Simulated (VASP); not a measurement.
A run of VASP 6.6.1:

The input INCAR:

```
SYSTEM = Ag
PREC = Accurate
ENCUT = 600
EDIFF = 1E-7
ISMEAR = 0
SIGMA = 0.1
LREAL = .FALSE.
LASPH = .TRUE.
NELM = 100
ALGO = Normal
ISIF = 3
LWAVE = .FALSE.
LCHARG = .FALSE.
GGA = PS
IBRION = 2
NSW = 90
EDIFFG = -0.005
```

File KPOINTS:

```
Automatic mesh
0
G
  18 18 18
  0 0 0
```

File POSCAR:

```
Ag
1.0
   -1.6229757800      1.6229757800      1.6229757800
    1.6229757800     -1.6229757800      1.6229757800
    1.6229757800      1.6229757800     -1.6229757800
Ag
1
Direct
    0.0000000000      0.0000000000      0.0000000000
```

Potentials or basis: VASP PAW PBE potentials, release 64 (Ag).

Run with:

```sh
$ cat potpaw_PBE.64/Ag/POTCAR > POTCAR
$ mpirun -np 1 vasp_std > vasp.out
```

Hardware: 1 thread of Intel(R) Xeon(R) 6975P-C (Granite Rapids), with other jobs on the host.

Q: Estimate the wall time of this run.

A: Wall time 32 s on 1 thread of Intel(R) Xeon(R) 6975P-C (Granite Rapids), with other jobs on the host, peak memory 0.18 GiB. Counts: scf iterations 26, k points 195, ion steps 3.
